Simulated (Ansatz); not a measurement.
Task: a check of PAW against all-electron LAPW of SiC, space group P6_3mc, with the Ansatz DFT code, driven from Python. Give the script and its output. Level of theory (first run): PBE, PAW, the default cutoff (420 eV here), 12×12×4 k-points, Fermi-Dirac smearing of 0.02 eV.

```xyz
4
Lattice="3.0760 0.0000 0.0000 -1.5380 2.6639 0.0000 0.0000 0.0000 5.0480" Properties=species:S:1:pos:R:3 pbc="T T T"
Si    0.0000    1.7759    0.0000
Si    1.5380    0.8880    2.5240
C     0.0000    1.7759    1.9435
C     1.5380    0.8880    4.4675
```

`sic.py`
```python
# -*- coding: utf-8 -*-
import ansatz
import numpy as np
from tabulate import tabulate

FILLING = 'fermi_dirac'
SIGMA = 0.02
MESH = (12, 12, 4)
FUNCTIONAL = 'PBE'


def count_gap(report):
    # lowest empty less highest filled band, counting bands; zero where they overlap
    return max(report.get('gap_by_band_count_ev') or 0.0, 0.0)


def main():
    cell = (
        ansatz.Lattice.from_parameters(3.076, 3.076, 5.048, alpha=90.0, beta=90.0, gamma=120.0)
        .atom('Si', (1 / 3, 2 / 3, 0.0))
        .atom('Si', (2 / 3, 1 / 3, 0.5))
        .atom('C', (1 / 3, 2 / 3, 0.385))
        .atom('C', (2 / 3, 1 / 3, 0.885))
    )

    setup = (
        cell.calculation()
        .occupations(FILLING, width=SIGMA)
        .kpoints(mesh=MESH, center='gamma')
        .functional(FUNCTIONAL)
        .stress()
        .forces()
        .band_table()
    )
    variants = {
        'PAW': setup.pseudopotentials('paw'),
        'LAPW': setup.pseudopotentials('all_electron', lapw=True),
    }
    rows = []
    for label, variant in variants.items():
        report = variant.run(threads=1).report
        levels = np.array(report['eigenvalues_ev'][0]) - report['fermi_energy_ev']
        print(label, 'levels at the first k-point near E_F:', np.round(levels[np.abs(levels) < 5], 3))
        rows.append((label, report['n_electrons'], np.trace(report['stress_gpa']) / 3, float(np.abs(report['forces_ev_ang']).max()), count_gap(report)))
    print(tabulate(rows, headers=['treatment', 'electrons in bands', 'P GPa', 'max force component eV/A', 'gap by band count eV'], floatfmt='.4f', tablefmt='github'))


if __name__ == '__main__':
    main()
```

```console
$ python sic.py
DeckWarning: basis.ecutwfc = 420 eV, auto-derived from the records' recommended cutoffs: set by Si (normal level)
PAW levels at the first k-point near E_F: [-2.713 -2.713 -1.433 -1.433 -1.157  3.461  4.854]
LAPW levels at the first k-point near E_F: [-2.714 -2.714 -1.433 -1.433 -1.156  3.462  4.861]
| treatment   |   electrons in bands |   P GPa |   max force component eV/A |   gap by band count eV |
|-------------|----------------------|---------|----------------------------|------------------------|
| PAW         |              16.0000 |  3.6954 |                     0.7515 |                 2.3253 |
| LAPW        |              36.0000 |  3.7070 |                     0.7511 |                 2.3242 |
```
(Warnings from the package without file and line.)

PAW gives 3.695 GPa and LAPW 3.707 GPa, 0.012 GPa apart. They took 2.2 and 33.1 s of processor time.

Notes:
- Semilocal gaps usually lie well under measured ones.
- The computed bands are complete only to about 3.8 eV above the Fermi level.
- In a crystal with a gap the Fermi level's place inside it depends on smearing and mesh.
- The starting cell is as deposited in a crystallographic database; the results hold for this polymorph, which needn't be the stable one.
- Levels are Kohn-Sham eigenvalues on this mesh.
- Pressure is positive in compression; the treatments may keep other shells as core, so totals and counts of electrons can differ.
- Hardware and time: 36 s on 1 thread of Arm Neoverse V2, with other jobs on the host, peak memory 0.56 GiB.
